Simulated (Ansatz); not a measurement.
ZnF2:

```
Zn F
1.0
     4.70480    0.00000    0.00000
     0.00000    4.70480    0.00000
     0.00000    0.00000    3.13380
Zn F
2 4
Direct
  0.50000 0.50000 0.50000
  0.00000 0.00000 0.00000
  0.80240 0.19760 0.50000
  0.69760 0.69760 0.00000
  0.19760 0.80240 0.50000
  0.30240 0.30240 0.00000
```

Base run:

| Property | Result |
| --- | --- |
| Program | Ansatz 0.2.0 |
| Functional | LDA |
| Potentials or basis | Ansatz PAW |
| Cutoff | 420 eV |
| Density cutoff | 1680 eV |
| k mesh | 6 × 6 × 9 |
| Occupations | fermi-dirac, width 0.05 eV |
| Spin | no spin polarisation |

Its results: band gap on the k mesh 3.34 eV, direct; pressure -5.7 GPa; largest force 0.112 eV/Å.

Q: The run is repeated on the same cell with these changes: functional from LDA to PBE. What comes out?

A: Band gap on the k mesh 3.55 eV, direct; pressure 5.9 GPa; largest force 0.019 eV/Å.

PBE binds less tightly than LDA, so the same cell stands under more pressure.

Caveats: the PAW data sets come from PBE, with cores solved anew for the run's functional, which leaves a small shift of forces and pressure (some runs).

Not every run made on this cell is shown here.
